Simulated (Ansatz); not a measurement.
The system is ZrC.

```
Zr C
1.0
     0.00000    2.54552    2.54552
     2.54552    0.00000    2.54552
     2.54552    2.54552    0.00000
Zr C
1 1
Direct
  0.50000 0.50000 0.50000
  0.75000 0.75000 0.75000
```

The cell was built by a generator and needn't be a form met in nature.

```yaml
Program: Ansatz 0.2.0
Task: relaxation of cell and atoms
Functional: HSEsol
Potentials_or_basis: Ansatz PAW
Cutoff: "420 eV (not typed: the program's choice for these potentials)"
k_mesh: 5 × 5 × 5
Occupations: fermi-dirac, width 0.05 eV
Spin: no spin polarisation
```

At the start: volume 16.49 Å³/atom.

Problem. Where does the relaxation end?

Solution. It ends after 5 steps and the volume is 16.08 Å³/atom (-2.5 %); space group F-43m (No. 216, to 0.05 Å).

The path:
```csv
step,energy change (eV),largest force (eV/Å),volume (Å³)
1,0.0000,0.0000,32.99
2,-0.0091,0.0000,31.78
3,-0.0111,0.0000,32.18
4,-0.0112,0.0000,32.17
5,-0.0105,0.0000,32.17
```

Final structure:
```xyz
2
Lattice="0.0000 2.5242 2.5242 2.5242 0.0000 2.5242 2.5242 2.5242 0.0000" Properties=species:S:1:pos:R:3 pbc="T T T"
Zr    2.5242    2.5242    2.5242
C     3.7863    3.7863    3.7863
```

Caveat: the k mesh is coarse (spacing up to 0.43 Å⁻¹), so the values aren't converged, least of all with exact exchange; the plane-wave basis is chosen anew once the cell has moved, so the energies of steps on either side of that aren't comparable; the PAW data sets come from PBE, with cores solved anew for the run's functional, which leaves a small shift of forces and pressure.
